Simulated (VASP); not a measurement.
Here is a VASP 6.6.1 calculation.

File INCAR:

```
ALGO     = Normal         # electronic algorithm
EDIFF    = 1E-7           # SCF threshold, eV
EDIFFG   = -0.002         # ionic threshold
ENCUT    = 520            # plane-wave cutoff, eV
GGA      = PS             # functional
IBRION   = 2              # ionic algorithm
ISIF     = 3              # what is computed and relaxed
ISMEAR   = 0              # smearing method
IVDW     = 13             # dispersion correction
LASPH    = T              # aspherical terms in the spheres
LCHARG   = F              # write CHGCAR
LREAL    = F              # projectors in reciprocal space
LWAVE    = F              # write WAVECAR
NELM     = 60             # most SCF steps
NSW      = 80             # ionic steps
PREC     = Accurate       # precision mode
SIGMA    = 0.02           # smearing width, eV
```

Contents of KPOINTS:

```
k-points
0
Gamma
  12 12 12
```

The input POSCAR:

```
WS2
1.0
    1.5790000000      0.9116360800      6.1633333300
   -1.5790000000      0.9116360800      6.1633333300
    0.0000000000     -1.8232721500      6.1633333300
W S
1 2
Direct
    0.0000000000      0.0000000000      0.0000000000
    0.2497000000      0.2497000000      0.2497000000
    0.4190000000      0.4190000000      0.4190000000
```

Potentials or basis: VASP PAW PBE potentials, release 64 (W_sv, S).

Command:

```console
$ cat potpaw_PBE.64/W_sv/POTCAR potpaw_PBE.64/S/POTCAR > POTCAR
$ mpirun -np 1 vasp_std > vasp.out
```

(1) What does it give for the space group after relaxing (to 0.05 Å)?

(2) What does it give for the relaxed volume?

Results:

(1) R3m (No. 160).

(2) 16.89 Å³/atom.

Caveat: the PAW data sets were made with another functional, which shifts forces and pressure a little.
